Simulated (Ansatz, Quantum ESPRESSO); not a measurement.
# CaO(001): dielectric constant from slabs in a field, part 7 of 7

Wanted: electronic and ionic screening from finite-field slabs, the first being CaO(001), 5 layers.

Quantum ESPRESSO 7.5; plane-wave DFT, PBE, GBRV ultrasoft pseudopotentials; geometry by Ansatz 0.2.0 with PAW datasets.

So far. Step 17 (Potential by pp.x, 9 layers): The slope in the vacuum is 0.100 eV/Å for an applied 0.10 V/Å, as it should be. Step 18 (Clamped-ion dielectric constant from the field inside …): ε = 0.0999 / 0.0264 = 3.78.

## Step 20: Ground state, 5 layers, with K_POINTS = [3, 3, 1] and eopreg = 0.01

A sensitivity test on the input.

File n5.f1.w0.in:

```
&control
  prefix = 'n5.f1.w0'
  outdir = './out'
  pseudo_dir = './pseudo'
  calculation = 'scf'
  tprnfor = .true.
  tefield = .true.
  dipfield = .true.
/
&system
  ibrav = 0
  nat = 10
  ntyp = 2
  ecutwfc = 40
  ecutrho = 200
  occupations = 'fixed'
  edir = 3
  emaxpos = 0.97
  eopreg = 0.01
  eamp = 0.00194469
/
&electrons
  conv_thr = 1e-10
  mixing_beta = 0.5
  electron_maxstep = 120
/
ATOMIC_SPECIES
  Ca  40.0780  ca_pbe_v1.uspp.F.UPF
  O   15.9990  o_pbe_v1.2.uspp.F.UPF
CELL_PARAMETERS angstrom
  3.42239682090000 0.00000000000000 0.00000000000000
  0.00000000000000 3.42239682090000 0.00000000000000
  0.00000000000000 0.00000000000000 25.68000000000000
ATOMIC_POSITIONS crystal
  Ca  -0.000000000000 0.000000000000 0.313529360916
  O   0.500000000000 0.500000000000 0.314177118708
  Ca  0.500000000000 0.500000000000 0.405953176692
  O   -0.000000000000 0.000000000000 0.405622717587
  Ca  0.000000000000 0.000000000000 0.499999994402
  O   0.500000000000 0.500000000000 0.500000005462
  Ca  0.500000000000 0.500000000000 0.594046815072
  O   -0.000000000000 0.000000000000 0.594377289348
  Ca  0.000000000000 0.000000000000 0.686470626437
  O   0.500000000000 0.500000000000 0.685822895377
K_POINTS automatic
  3 3 1 0 0 0
```

Command:

```
OMP_NUM_THREADS=1 mpirun -n 8 pw.x -nk 1 -in n5.f1.w0.in > n5.f1.w0.out
```

What it wrote:

```text
[banner, memory and clock lines left out]
Program PWSCF v.7.5 starts
[citation notice left out]

[...]
bravais-lattice index     =            0
     lattice parameter (alat)  =       6.4674  a.u.
     unit-cell volume          =    2029.7958 (a.u.)^3
     number of atoms/cell      =           10
     number of atomic types    =            2
     number of electrons       =        80.00
     number of Kohn-Sham states=           40
     kinetic-energy cutoff     =      40.0000  Ry
     charge density cutoff     =     200.0000  Ry
     scf convergence threshold =      1.0E-10
     mixing beta               =       0.5000
     number of iterations used =            8  plain     mixing
     Exchange-correlation= SLA  PW   PBE  PBE
                           (   1   4   3   4   0   0   0)

[...]
PseudoPot. # 1 for Ca read from file:
     ./pseudo/ca_pbe_v1.uspp.F.UPF
     Pseudo is Ultrasoft + core correction, Zval = 10.0
     Generated by new atomic code, or converted to UPF format
     Using radial grid of  845 points,  6 beta functions with:
                l(1) =   0
                l(2) =   0
                l(3) =   1
                l(4) =   1
                l(5) =   2
                l(6) =   2
     Q(r) pseudized with  8 coefficients,  rinner =    1.500   1.500   1.500
                                                       1.500   1.500

     PseudoPot. # 2 for O  read from file:
     ./pseudo/o_pbe_v1.2.uspp.F.UPF
     Pseudo is Ultrasoft + core correction, Zval =  6.0
     Generated by new atomic code, or converted to UPF format
     Using radial grid of  737 points,  5 beta functions with:
                l(1) =   0
                l(2) =   0
                l(3) =   1
                l(4) =   1
                l(5) =   2
     Q(r) pseudized with  8 coefficients,  rinner =    0.900   0.900   0.900
                                                       0.900   0.900

     atomic species   valence    mass     pseudopotential
     Ca               10.00    40.07800     Ca( 1.00)
     O                 6.00    15.99900     O ( 1.00)

     No symmetry found

[...]
number of k points=     5
[...]
Dense  grid:    97011 G-vectors     FFT dimensions: (  30,  30, 225)

     Smooth grid:    69147 G-vectors     FFT dimensions: (  27,  27, 200)

     Check: negative core charge=   -0.000002

     Initial potential from superposition of free atoms

     starting charge      79.9727, renormalised to      80.0000

     negative rho (up, down):  1.383E-04 0.000E+00

     Adding external electric field

     Computed dipole along edir(3) :
        Dipole               -0.0000 Ry au,         -0.0000 Debye
        Dipole field         -0.0000 Ry au,

        E field amplitude [Ha a.u.]:  1.9447E-03
        Potential amp.        0.1869 Ry
        Total length         48.0429 bohr

     Starting wfcs are   70 randomized atomic wfcs

     per-process dynamical memory:    34.7 Mb

     Self-consistent Calculation

     iteration #  1     ecut=    40.00 Ry     beta= 0.50
     Davidson diagonalization with overlap
     ethr =  1.00E-02,  avg # of iterations =  1.0

     negative rho (up, down):  1.223E-04 0.000E+00

     Adding external electric field

     Computed dipole along edir(3) :
        Dipole                0.1051 Ry au,          0.2672 Debye
        Dipole field          0.0007 Ry au,

        E field amplitude [Ha a.u.]:  1.9447E-03
        Potential amp.        0.1243 Ry
        Total length         48.0429 bohr

     total energy              =    -536.33401335 Ry
     estimated scf accuracy    <       3.06472424 Ry

     iteration #  2     ecut=    40.00 Ry     beta= 0.50
[...]
negative rho (up, down):  1.733E-04 0.000E+00

[...]
Dipole                0.1501 Ry au,          0.3814 Debye
[...]
E field amplitude [Ha a.u.]:  1.9447E-03
[...]
total energy              =    -537.09110242 Ry
     estimated scf accuracy    <       2.22233705 Ry

     iteration #  3     ecut=    40.00 Ry     beta= 0.50
[...]
negative rho (up, down):  2.476E-04 0.000E+00

[...]
Dipole                0.0630 Ry au,          0.1600 Debye
[...]
E field amplitude [Ha a.u.]:  1.9447E-03
[...]
total energy              =    -537.44818620 Ry
     estimated scf accuracy    <       0.05930156 Ry

     iteration #  4     ecut=    40.00 Ry     beta= 0.50
[...]
negative rho (up, down):  2.742E-04 0.000E+00

[...]
Dipole                0.1106 Ry au,          0.2811 Debye
[...]
E field amplitude [Ha a.u.]:  1.9447E-03
[...]
total energy              =    -537.49835260 Ry
     estimated scf accuracy    <       0.17073766 Ry

     iteration #  5     ecut=    40.00 Ry     beta= 0.50
[...]
negative rho (up, down):  2.733E-04 0.000E+00

[...]
Dipole                0.1318 Ry au,          0.3350 Debye
[...]
E field amplitude [Ha a.u.]:  1.9447E-03
[...]
total energy              =    -537.47714734 Ry
     estimated scf accuracy    <       0.05611430 Ry

     iteration #  6     ecut=    40.00 Ry     beta= 0.50
[...]
negative rho (up, down):  2.824E-04 0.000E+00

[...]
Dipole                0.1195 Ry au,          0.3037 Debye
[...]
E field amplitude [Ha a.u.]:  1.9447E-03
[...]
total energy              =    -537.49398739 Ry
     estimated scf accuracy    <       0.00736512 Ry

[...]
iteration # 15     ecut=    40.00 Ry     beta= 0.50
[...]
negative rho (up, down):  2.798E-04 0.000E+00

[...]
Dipole                0.1204 Ry au,          0.3061 Debye
[...]
E field amplitude [Ha a.u.]:  1.9447E-03
[...]
total energy              =    -537.49502124 Ry
     estimated scf accuracy    <          2.4E-09 Ry

     iteration # 16     ecut=    40.00 Ry     beta= 0.50
[...]
negative rho (up, down):  2.798E-04 0.000E+00

[...]
Dipole                0.1205 Ry au,          0.3062 Debye
[...]
E field amplitude [Ha a.u.]:  1.9447E-03
[...]
total energy              =    -537.49502124 Ry
     estimated scf accuracy    <          7.9E-10 Ry

     iteration # 17     ecut=    40.00 Ry     beta= 0.50
[...]
negative rho (up, down):  2.798E-04 0.000E+00

[...]
Dipole                0.1205 Ry au,          0.3062 Debye
[...]
E field amplitude [Ha a.u.]:  1.9447E-03
[...]
total energy              =    -537.49502124 Ry
     estimated scf accuracy    <          2.1E-10 Ry

     iteration # 18     ecut=    40.00 Ry     beta= 0.50
[...]
negative rho (up, down):  2.798E-04 0.000E+00

[...]
Dipole                0.1204 Ry au,          0.3061 Debye
[...]
E field amplitude [Ha a.u.]:  1.9447E-03
[...]
End of self-consistent calculation

          k = 0.0000 0.0000 0.0000 (  8737 PWs)   bands (ev):

   -36.7897 -36.5662 -36.3706 -36.2393 -36.1146 -18.0723 -17.8570 -17.6867
   -17.6570 -17.6570 -17.4347 -17.4347 -17.4331 -17.3313 -17.3313 -17.1946
   -17.1788 -17.1788 -17.0560 -17.0560 -13.9647 -13.7724 -13.6838 -13.5102
   -13.2901  -0.1951  -0.1418   0.2531   0.6654   0.9593   0.9593   1.0593
     1.0593   1.1211   1.2089   1.2089   1.3894   1.3894   1.6091   1.6091

          k = 0.0000 0.3333 0.0000 (  8695 PWs)   bands (ev):

   -36.7654 -36.5417 -36.3386 -36.2220 -36.0952 -18.1607 -18.1415 -17.9831
   -17.9505 -17.8508 -17.7118 -17.6132 -17.4973 -17.3890 -17.3116 -17.2693
   -17.2093 -17.1555 -17.1285 -17.0308 -13.3785 -13.2975 -13.1763 -13.0541
   -12.8307  -0.7550  -0.7477  -0.4076  -0.2856  -0.0714   0.2562   0.3405
     0.3594   0.4260   0.5156   0.5164   0.6561   0.7330   0.8874   0.9698

[...]
highest occupied level (ev):     1.6091

!    total energy              =    -537.49502124 Ry
     estimated scf accuracy    <          1.0E-11 Ry

     The total energy is the sum of the following terms:
     one-electron contribution =   -4673.69562978 Ry
     hartree contribution      =    2357.29944175 Ry
     xc contribution           =     -96.78625502 Ry
     ewald contribution        =    1875.68780045 Ry
     electric field correction =      -0.00037864 Ry

     convergence has been achieved in  18 iterations

     negative rho (up, down):  2.798E-04 0.000E+00

     Forces acting on atoms (cartesian axes, Ry/au):

     atom    1 type  1   force =    -0.00000002   -0.00000001    0.00177371
     atom    2 type  2   force =     0.00000001   -0.00000000   -0.00187271
     atom    3 type  1   force =     0.00000001    0.00000000    0.00214975
     atom    4 type  2   force =     0.00000001    0.00000000   -0.00224475
     atom    5 type  1   force =     0.00000002   -0.00000000    0.00240831
     atom    6 type  2   force =     0.00000001    0.00000001   -0.00240972
     atom    7 type  1   force =     0.00000001    0.00000000    0.00250146
     atom    8 type  2   force =    -0.00000001    0.00000001   -0.00237441
     atom    9 type  1   force =    -0.00000007   -0.00000000    0.00249751
     atom   10 type  2   force =     0.00000003   -0.00000001   -0.00242916

     Total force =     0.007208     Total SCF correction =     0.000008

[...]
```

Run time: 11 s. Hardware: 8 MPI ranks of Arm Neoverse V2, shared host; peak memory 0.74 GiB; 84 s of CPU time.

The changed values were drawn from a wide range, not chosen for quality; the comparison shows what they did here together.

Beside the run it was changed from:

```csv
quantity,this run,unchanged run,difference
dipole along the normal (e·Å),0.06373,0.06358,1.5e-4
free energy (eV),-7312.992,-7313.050,0.058
wall time (s),11,59,
SCF iterations,18,18,
```

The free energy moves by +5.8 meV an atom.

The physical values in this table move by up to 0.23 %.

## Step 21: The arithmetic

A slab of thickness t takes t(1 − 1/ε) off the field's path. Four layers: (16.931 − 9.828) / 9.652 = 0.7360, so ε = 1/(1 − 0.7360) = 3.79.

## Step 22: Summary of results

```yaml
clamped_ion_dielectric_constant_5_layers: 3.79
clamped_ion_dielectric_constant_9_layers: 3.78
relaxed_ion_value_5_layers_two_rough_readings_polarisability_inner_slope: 12.6, 19.7
sheet_polarisability_5_layers: 9.83 Å
sheet_polarisability_9_layers: 16.9 Å
```

In words: The electronic dielectric constant inside comes to 3.78; with the ions free five layers give only rough readings (PBE, GBRV ultrasoft). Four more layers add 9.65 Å and 7.10 Å of sheet polarisability; 1 − 1/ε = 0.736 then gives ε = 3.79 for the interior, free of the surfaces. With the ions free 4πα/A grows from 9.83 to 12.28 Å. At the thickness that the clamped run implies, 13.35 Å, this is ε = 12.6, with the answer of the surface ions in it; the slope of the inner potential gives 19.7, but that slope is small and hangs on the window of the fit. The cubic lattice constant was set to 4.84 Å, near the PBE value. These functionals tend to put the electronic constant too high, and five layers have little bulk-like interior. Neither relaxed-ion reading is the bulk's static constant.

[Logs are printed without paths, hosts, clocks, repeated set-up lines and the standing remarks that a program may print on its own settings, such as how far it seeks lower states.]

[Hosts, paths, dates, database ids (printed as entryN), source tags and the programs' standing remarks are cut or masked in the printed files.]

[Maps of the electrostatic potential energy from Ansatz leave out the sawtooth potential of an applied field or a dipole correction, so their vacuum need not be flat; planar profiles and work functions include it.]
